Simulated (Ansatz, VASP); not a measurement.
**Two plane-wave programs on Pb**

```
CELL_PARAMETERS angstrom
0.00000 2.47502 2.47502
2.47502 0.00000 2.47502
2.47502 2.47502 0.00000
ATOMIC_POSITIONS crystal
Pb 0.00000 0.00000 0.00000
```

Alike in both runs: task relaxation of cell and atoms; functional PBEsol; k mesh 14 × 14 × 14; occupations gaussian, width 0.1 eV; no spin polarisation.

|  | VASP | Ansatz |
| --- | --- | --- |
| version | VASP 6.6.1 | Ansatz 0.2.0 |
| potentials or method | VASP PAW PBE potentials, release 64 (Pb_d) | scalar-relativistic, plane waves, PAW |
| plane-wave cutoff (eV) | 600 | 420 |
| valence electrons in the cell | 14 | 14 |

```csv
,VASP,Ansatz,Ansatz less VASP
"gap on the k mesh at the Fermi level, each at its own relaxed structure (eV)",none,none,-
relaxed volume (Å³/atom),30.04,30.03,-0.018
relaxed cell length with the largest relative difference (Å),3.489,3.489,-0.0007
```

A gap of «none» marks a metal or a gap that the smearing closes.

Caveats: the PAW data sets were made with another functional, which shifts forces and pressure a little (VASP). Spin-orbit coupling is left out, which matters for the levels of Pb.
